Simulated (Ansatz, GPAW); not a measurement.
This is a calculation of BN for Ansatz 0.2.0. Measurements of this composition are mostly on another form, of space group No. 194.

File input.yaml:

```yaml
crystal:
  lattice:
    - [2.5539396017, 0.0, 0.0]
    - [-1.2769698009, 2.2117765748, 0.0]
    - [0.0, 0.0, 4.226855]
  atoms:
    - { symbol: "N", position: [0.3333333333, 0.6666666667, 0.125276] }
    - { symbol: "N", position: [0.6666666667, 0.3333333333, 0.625276] }
    - { symbol: B, position: [0.3333333333, 0.6666666667, 0.499724] }
    - { symbol: B, position: [0.6666666667, 0.3333333333, 0.999724] }
hamiltonian:
  xc: rpbe
  pseudopotentials: { kind: paw }
kpoints:
  mp_grid: { grid: [12, 12, 6] }
scf:
  occupations: { method: gaussian, width: 0.1 }
output:
  forces: true
  stress: true
  eigenvalues: true
```

Potentials or basis: Ansatz PAW.

Launch:

```console
$ ansatz run input.yaml --threads 1 --pin off --max-ram 3584MiB --backend cpu --events-out ev --progress --plain --runs-dir out
```

Set up the same calculation for GPAW 26.7.0 (ASE script). Potentials or basis there: the program's PAW data sets (release 1.2.1) made for this functional, cutoff 800 eV.

As run (cutoffs and basis follow the program's own potentials, and thresholds, step limits or extra output files can differ):

run.py

```python
from ase import Atoms
from ase.dft.bandgap import bandgap
from ase.io import write
from ase.units import GPa
from gpaw import GPAW, PW

atoms = Atoms(['N', 'N', 'B', 'B'],
              cell=[[2.5539396017, 0.0, 0.0],
                    [-1.2769698009, 2.2117765748, 0.0],
                    [0.0, 0.0, 4.226855]],
              scaled_positions=[[0.3333333333, 0.6666666667, 0.125276],
                                [0.6666666667, 0.3333333333, 0.625276],
                                [0.3333333333, 0.6666666667, 0.499724],
                                [0.6666666667, 0.3333333333, 0.999724]],
              pbc=True)

calc = GPAW(mode=PW(800),
            xc='RPBE',
            kpts={'size': (12, 12, 6), 'gamma': True},
            occupations={'name': 'methfessel-paxton', 'order': 0, 'width': 0.1},
            nbands=18,
            convergence={'density': 1e-05, 'energy': 1e-05},
            maxiter=150,
            txt='gpaw.txt')
atoms.calc = calc
energy = atoms.get_potential_energy()
forces = atoms.get_forces()
stress = atoms.get_stress()
calc.write('gs.gpw')
write('result.traj', atoms)
print(f'Energy: {energy:.6f} eV')
print('Forces (eV/A):')
print(forces.round(4))
print('Stress (GPa):', (stress / GPa).round(3))
print('Fermi level:', round(calc.get_fermi_level(), 4), 'eV')
print(f'Gap: {bandgap(calc)[0]:.4f} eV, direct: {bandgap(calc, direct=True)[0]:.4f} eV')
```

Potentials or basis: the program's PAW data sets (release 1.2.1) made for this functional, pw.

The run is started by

```sh
$ OMP_NUM_THREADS=1 python run.py
```

Both were run:

|  | Ansatz | GPAW |
| --- | --- | --- |
| Pressure | 5.7 GPa | 4.6 GPa |

Ansatz's pressure holds a Pulay term of +0.94 GPa for its cutoff of 420 eV, which the other run lacks.

Ansatz's potentials were made for PBE.

Where Ansatz's input types no cutoff or centring, it takes its own default and a Γ-centred mesh.

Pressure is positive in compression.
